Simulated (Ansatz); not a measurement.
The system is Ta2C.

```
Ta C
1.0
     3.10590    0.00000    0.00000
    -1.55295    2.68979    0.00000
     0.00000    0.00000    4.94640
Ta C
2 1
Direct
  0.66667 0.33333 0.74799
  0.33333 0.66667 0.25201
  0.00000 0.00000 0.00000
```

| Item | Value |
| --- | --- |
| Program | Ansatz 0.2.0 |
| Task | relaxation of cell and atoms |
| Functional | LDA |
| Potentials or basis | Ansatz PAW |
| Cutoff | 420 eV (not typed: the program's choice for these potentials) |
| k mesh | 10 × 10 × 6 |
| Occupations | fermi-dirac, width 0.05 eV |
| Spin | no spin polarisation |
| Hubbard terms | Ta d U = 8 eV |

At the start: volume 13.77 Å³/atom.

Problem. Where does the relaxation end?

Solution. It ends after 6 steps and the volume is 13.63 Å³/atom (-1.1 %); space group P-3m1 (No. 164, to 0.05 Å).

Step by step:
```tsv
step	energy change (eV)	largest force (eV/Å)	volume (Å³)
1	0.0000	0.3345	41.32
2	-0.0060	0.1295	41.19
3	-0.0104	0.0144	40.83
4	-0.0105	0.0017	40.85
5	-0.0106	0.0052	40.88
6	-0.0101	0.0048	40.88
```

Final structure:
```cif
data_structure
_symmetry_space_group_name_H-M 'P 1'
_symmetry_Int_Tables_number 1
_cell_length_a 3.1023
_cell_length_b 3.1023
_cell_length_c 4.9046
_cell_angle_alpha 90.000
_cell_angle_beta 90.000
_cell_angle_gamma 120.000
_cell_volume 40.88
loop_
_atom_site_label
_atom_site_type_symbol
_atom_site_fract_x
_atom_site_fract_y
_atom_site_fract_z
_atom_site_occupancy
Ta1 Ta 0.66667 0.33333 0.74395 1
Ta2 Ta 0.33333 0.66667 0.25605 1
C1 C 0.00000 0.00000 0.00000 1
```

Caveat: the plane-wave basis is chosen anew once the cell has moved, so the energies of steps on either side of that aren't comparable; U without spin polarisation on a metal has little footing; the PAW data sets come from PBE, with cores solved anew for the run's functional, which leaves a small shift of forces and pressure; the U is typed as a test and isn't derived for this compound.
